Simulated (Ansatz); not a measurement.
The system is CdS (Greenockite).

```xyz
4
Lattice="4.1500 0.0000 0.0000 -2.0750 3.5940 0.0000 0.0000 0.0000 6.7370" Properties=species:S:1:pos:R:3 pbc="T T T"
Cd    2.0750    1.1980    3.3685
Cd    0.0000    2.3960    0.0000
S     2.0750    1.1980    5.8949
S     0.0000    2.3960    2.5264
```

Program: Ansatz 0.2.0. Alike in all runs: potentials or basis Ansatz PAW; cell as given; cutoff (eV) 420.

Task: Order these runs on this cell by their pressure, lowest first.
A. level PBEsol; spin off; k mesh 7 × 7 × 4; smearing fermi-dirac 0.05 eV; points for each segment of the path 14
B. level LDA; spin SOC, no magnetisation; k mesh 5 × 5 × 3; smearing fermi-dirac 0.05 eV; points for each segment of the path 14
C. level PBE; spin off; k mesh 7 × 7 × 4; smearing gaussian 0.029 eV
D. level RPBE; spin off; k mesh 7 × 7 × 4; smearing fermi-dirac 0.05 eV; points for each segment of the path 14

Result: B (-3.2 GPa), A (-1.0 GPa), C (2.1 GPa), D (4.3 GPa).

Caveats: the PAW data sets come from PBE, with cores solved anew for the run's functional, which leaves a small shift of forces and pressure (some runs).
